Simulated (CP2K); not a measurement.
# Pb (Im-3m) in CP2K: settings compared, part 2 of 2

CP2K 2026.2. Earlier steps stand in the parts before.

### Step 3. Band structure, LDA

Contents of pb_bands.inp:

```
&GLOBAL
  PROJECT pb_bands
  RUN_TYPE ENERGY_FORCE
  PRINT_LEVEL LOW
&END GLOBAL
&FORCE_EVAL
  METHOD QS
  STRESS_TENSOR ANALYTICAL
  &DFT
    BASIS_SET_FILE_NAME BASIS_MOLOPT_UZH
    POTENTIAL_FILE_NAME GTH_POTENTIALS
    &MGRID
      CUTOFF 450
      REL_CUTOFF 60
      NGRIDS 5
    &END MGRID
    &QS
      METHOD GPW
      EPS_DEFAULT 1.0E-10
    &END QS
    &KPOINTS
      SCHEME MONKHORST-PACK 9 9 9
      GAMMA_CENTERED T
      SYMMETRY T
      SYMMETRY_BACKEND SPGLIB
    &END KPOINTS
    &SCF
      SCF_GUESS ATOMIC
      EPS_SCF 1.0E-6
      MAX_SCF 100
      ADDED_MOS 8
      CHOLESKY OFF
      EPS_EIGVAL 1.0E-7
      &DIAGONALIZATION ON
        ALGORITHM STANDARD
      &END DIAGONALIZATION
      &MIXING ON
        METHOD BROYDEN_MIXING
        ALPHA 0.4
        BETA 1.5
        NBUFFER 8
      &END MIXING
      &SMEAR ON
        METHOD FERMI_DIRAC
        ELECTRONIC_TEMPERATURE [K] 580.226
      &END SMEAR
    &END SCF
    &XC
      &XC_FUNCTIONAL
        &LDA_X
        &END LDA_X
        &LDA_C_PW
        &END LDA_C_PW
      &END XC_FUNCTIONAL
    &END XC
    &PRINT
      &KPOINTS ON
      &END KPOINTS
      &MULLIKEN ON
      &END MULLIKEN
      &MO ON
        ENERGIES T
        OCCUPATION_NUMBERS T
        &EACH
          QS_SCF 0
        &END EACH
        ADD_LAST NUMERIC
      &END MO
      &LOWDIN ON
      &END LOWDIN
      &HIRSHFELD ON
        SHAPE_FUNCTION DENSITY
      &END HIRSHFELD
      &BAND_STRUCTURE
        FILE_NAME bands.bs
        ADDED_MOS 2
        &KPOINT_SET
          UNITS B_VECTOR
          NPOINTS 8
          SPECIAL_POINT GAMMA 0.00000000 0.00000000 0.00000000
          SPECIAL_POINT H 0.50000000 -0.50000000 0.50000000
          SPECIAL_POINT N 0.00000000 0.00000000 0.50000000
          SPECIAL_POINT GAMMA 0.00000000 0.00000000 0.00000000
          SPECIAL_POINT P 0.25000000 0.25000000 0.25000000
          SPECIAL_POINT H 0.50000000 -0.50000000 0.50000000
        &END KPOINT_SET
        &KPOINT_SET
          UNITS B_VECTOR
          NPOINTS 8
          SPECIAL_POINT P 0.25000000 0.25000000 0.25000000
          SPECIAL_POINT N 0.00000000 0.00000000 0.50000000
        &END KPOINT_SET
      &END BAND_STRUCTURE
    &END PRINT
  &END DFT
  &SUBSYS
    &CELL
      ABC 3.4288709512 3.4288709512 3.4288709512
      ALPHA_BETA_GAMMA 109.4712206349 109.4712206340 109.4712206340
      PERIODIC XYZ
    &END CELL
    &COORD
      Pb  0.0000000000 0.0000000000 0.0000000000
    &END COORD
    &KIND Pb
      BASIS_SET TZVP-MOLOPT-PBE-GTH-q4
      POTENTIAL GTH-PADE-q4
    &END KIND
    &PRINT
      &ATOMIC_COORDINATES ON
      &END ATOMIC_COORDINATES
      &CELL ON
      &END CELL
      &SYMMETRY ON
      &END SYMMETRY
    &END PRINT
  &END SUBSYS
  &PRINT
    &FORCES ON
    &END FORCES
    &STRESS_TENSOR ON
    &END STRESS_TENSOR
  &END PRINT
&END FORCE_EVAL
```

Potentials or basis: GTH_POTENTIALS Pb GTH-PADE-q4; TZVP-MOLOPT-PBE-GTH basis.

Run with:

```bash
OMP_NUM_THREADS=1 cp2k.psmp -i pb_bands.inp -o pb_bands.out
```

pb_bands.out:

```text

 CP2K| version string:                                       CP2K version 2026.2
 CP2K| Input file name                                              pb_bands.inp

 GLOBAL| Force Environment number                                              1
 GLOBAL| Basis set file name                                    BASIS_MOLOPT_UZH
 GLOBAL| Potential file name                                      GTH_POTENTIALS
 GLOBAL| MM Potential file name                                     MM_POTENTIAL
 GLOBAL| Coordinate file name                                      __STD_INPUT__
 GLOBAL| Method name                                                        CP2K
 GLOBAL| Project name                                                   pb_bands
 GLOBAL| Run type                                                   ENERGY_FORCE
 GLOBAL| FFT library                                                       FFTW3
[... 6 lines left out ...]
 GLOBAL| Total number of message passing processes                             1
 GLOBAL| Number of threads for this process                                    1
 GLOBAL| CPU model name                                                  UNKNOWN

 CELL| Volume [angstrom^3]:                                            31.033555
 CELL| Vector a [angstrom]:       3.429     0.000     0.000   |a| =     3.428871
 CELL| Vector b [angstrom]:      -1.143     3.233     0.000   |b| =     3.428871
 CELL| Vector c [angstrom]:      -1.143    -1.616     2.800   |c| =     3.428871
 CELL| Angle (b,c), alpha [degree]:                                   109.471221
 CELL| Angle (a,c), beta  [degree]:                                   109.471221
 CELL| Angle (a,b), gamma [degree]:                                   109.471221
 CELL| Numerically orthorhombic:                                              NO
 CELL| Periodicity                                                           XYZ
[... 415 lines left out ...]

 #  Atom  Element  Kind  Atomic population                           Net charge
       1     Pb       1          4.000000                             -0.000000
 # Total charge                              4.000000                 -0.000000

 KPOINTS| Band Structure Calculation
 KPOINTS| Number of k-point sets                                               2
 KPOINTS| Number of added MOs/bands                                            2
 KPOINTS| Number of k-points in set    1                                      41
 KPOINTS| In units of b-vector [2pi/Bohr]
 KPOINTS| Special point     1       GAMMA     0.000000     0.000000     0.000000
 KPOINTS| Special point     2           H     0.500000    -0.500000     0.500000
 KPOINTS| Special point     3           N     0.000000     0.000000     0.500000
 KPOINTS| Special point     4       GAMMA     0.000000     0.000000     0.000000
 KPOINTS| Special point     5           P     0.250000     0.250000     0.250000
 KPOINTS| Special point     6           H     0.500000    -0.500000     0.500000
 KPOINTS| Number of k-points in set    2                                       9
 KPOINTS| In units of b-vector [2pi/Bohr]
 KPOINTS| Special point     1           P     0.250000     0.250000     0.250000
 KPOINTS| Special point     2           N     0.000000     0.000000     0.500000

 ENERGY| Total FORCE_EVAL ( QS ) energy [hartree]             -3.647099725133547

 FORCES| Atomic forces [hartree/bohr]
 FORCES|   Atom     x               y               z               |f|
 FORCES|      1  8.14796369E-18  5.58469397E-16 -1.58437871E-15   1.67994356E-15
 FORCES| Sum     8.14796369E-18  5.58469397E-16 -1.58437871E-15
 FORCES| Total atomic force                                       1.67994356E-15

 STRESS| Analytical stress tensor [bar]
 STRESS|                        x                   y                   z
 STRESS|      x       -4.34256053748E+04  -2.93998889258E-03  -5.83226471056E-04
 STRESS|      y       -2.93998889258E-03  -4.34255983333E+04   8.40465587762E-04
 STRESS|      z       -5.83226471056E-04   8.40465587762E-04  -4.34255563017E+04
 STRESS| 1/3 Trace                                            -4.34255866699E+04
 STRESS| Determinant                                          -8.18911713397E+13

 STRESS| Eigenvectors and eigenvalues of the analytical stress tensor [bar]
 STRESS|                        1                   2                   3
 STRESS| Eigenvalues  -4.34256064422E+04  -4.34255972910E+04  -4.34255562765E+04
 STRESS|      x           0.940278396528     -0.340153253543     -0.013126352352
 STRESS|      y           0.340366221140      0.940060748635      0.020895558912
 STRESS|      z           0.005231876270     -0.024115409575      0.999695490883
```

Run time: 7.7 s. Hardware: 1 thread of Arm Neoverse V2, shared host; peak memory 0.22 GiB.

Results:

- Free energy: -99.2426 eV
- Pressure: -4.3 GPa
- Band gap on the k mesh: none (metal or under the smearing width)

Levels at the corners of the path, in eV from the Fermi level:
| point | band 1 | band 2 | band 3 | band 4 | band 5 |
| --- | --- | --- | --- | --- | --- |
| Γ | -11.67 | 7.33 | 7.33 | 7.33 | 12.03 |
| H | -5.34 | -0.33 | -0.33 | -0.33 | 4.73 |
| N | -8.04 | -4.00 | 3.52 | 5.69 | 7.89 |
| Γ | -11.67 | 7.33 | 7.33 | 7.33 | 12.03 |
| P | -7.26 | -1.09 | -1.09 | -1.09 | 17.17 |
| H | -5.34 | -0.33 | -0.33 | -0.33 | 4.73 |
| P | -7.26 | -1.09 | -1.09 | -1.09 | 17.17 |
| N | -8.04 | -4.00 | 3.52 | 5.69 | 7.89 |

Caveat: spin-orbit coupling is left out, which moves the levels of the heavy elements; the basis of atomic orbitals isn't converged, which shifts pressures, moduli and gaps.
